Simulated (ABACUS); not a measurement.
The system is Pb.

```
Pb
1.0
     3.48000    0.00000    0.00000
    -1.74000    3.01377    0.00000
     0.00000    0.00000    5.59000
Pb
2
Cartesian
  1.7400 1.0046 4.1925
  0.0000 2.0092 1.3975
```

This isn't the form of Pb at room conditions, which is fcc.

```yaml
Program: ABACUS 3.10.1
Task: single point
Functional: PBE
Potentials_or_basis: PseudoDojo NC SR 0.4.1 PBE standard
Cutoff: 1361 eV
Density_cutoff: 5442 eV
Basis: DZP LCAO (the cutoffs set its grid)
k_mesh: 9 × 9 × 5
Occupations: fermi-dirac, width 0.05 eV
Spin: no spin polarisation
```

On this cell: pressure 5.9 GPa; largest force under 0.003 eV/Å; band gap on the k mesh none (metal or under the smearing width).

The same run follows on a disturbed copy (atoms moved at random, drawn with an rms of 0.05 Å):

```
Pb
1.0
     3.48000    0.00000    0.00000
    -1.74000    3.01377    0.00000
     0.00000    0.00000    5.59000
Pb
2
Cartesian
  1.7483 1.0604 4.1723
  -0.0038 2.0711 1.4324
```

Q: What changes?

A: The energy (extrapolated to zero smearing) moves by +1.3 meV/atom; pressure 6.0 GPa; largest force 0.113 eV/Å; band gap on the k mesh none (metal or under the smearing width).

Forces in eV/Å, atoms in the order of the input:
```
Pb  -0.004  0.002  0.113
Pb   0.004 -0.002 -0.113
```

Stress tensor (GPa, compression positive):
```
4.61 0.02 0.00
0.02 4.63 0.00
0.00 0.00 8.79
```

Caveats: the atomic orbitals were generated for these runs and aren't a published set; the basis of atomic orbitals isn't converged, which shifts pressures, moduli and gaps.
